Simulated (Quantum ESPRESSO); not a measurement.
The system is SrCl2.

```
Sr Cl
1.0
     0.00000    3.48835    3.48835
     3.48835    0.00000    3.48835
     3.48835    3.48835    0.00000
Sr Cl
1 2
Cartesian
  0.0000 0.0000 0.0000
  5.2325 5.2325 5.2325
  1.7442 1.7442 1.7442
```

Base run:

| Item | Value |
| --- | --- |
| Program | Quantum ESPRESSO 7.5 |
| Functional | AM05 |
| Potentials or basis | PseudoDojo 0.4.1 SR PBE standard |
| Cutoff | 925 eV |
| Density cutoff | 3701 eV |
| k mesh | 4 × 4 × 4, shifted |
| Occupations | fermi-dirac, width 0.05 eV |
| Spin | no spin polarisation |

Its results: pressure -0.1 GPa; electronic dielectric tensor (diagonal) 2.94.

Question: After a change of settings the same cell gave: pressure -1.0 GPa; electronic dielectric tensor (diagonal) 2.97. Which change was it?
A. functional from AM05 to BLYP
B. functional from AM05 to WC
C. functional from AM05 to LDA; potentials or basis from PseudoDojo 0.4.1 SR PBE standard to PseudoDojo 0.4.1 SR LDA standard

Answer: B.

Caveats: the potentials were made for another functional, which shifts forces and pressure.

Runs at the PBE level aren't shown here.
